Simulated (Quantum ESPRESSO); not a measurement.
**Yb under changes of volume**

One of the cells (41.281 Å³/atom); the others are scaled copies at fixed shape and fractional positions:

```
Yb
1.0
     0.00000    2.74310    2.74310
     2.74310    0.00000    2.74310
     2.74310    2.74310    0.00000
Yb
1
Direct
  0.00000 0.00000 0.00000
```

| Property | Result |
| --- | --- |
| Program | Quantum ESPRESSO 7.5 |
| Functional | rev-vdW-DF2 |
| Potentials or basis | SSSP 1.3 efficiency PBE |
| Cutoff | 748 eV |
| Density cutoff | 5987 eV |
| k mesh | 7 × 7 × 7 |
| Occupations | fermi-dirac, width 0.05 eV |
| Spin | collinear spin, ferromagnetic start |
| Starting moments | [1.0] μB |

```tsv
volume (Å³/atom)	energy over the lowest point (meV/atom)	pressure (GPa)
38.805	0.00	-3.2
39.630	16.21	-3.3
40.456	?	?
41.281	51.95	-3.7
42.107	71.15	-3.8
42.933	90.99	-3.9
43.758	111.46	-4.0
```

What does the run at 40.456 Å³/atom give?

Energy over the lowest point 33.62 meV/atom; pressure -3.5 GPa.

Worked out: A Birch-Murnaghan fit of order 3 (a polynomial in V^(-2/3)) to the other rows has no minimum within the range. It gives 33.61 meV/atom at 40.456 Å³/atom, against the run's 33.62, and -dE/dV = -3.5 GPa, against -3.5.

Energies are extrapolated to zero smearing.

Caveats: the potentials were made for another functional, which shifts forces and pressure.
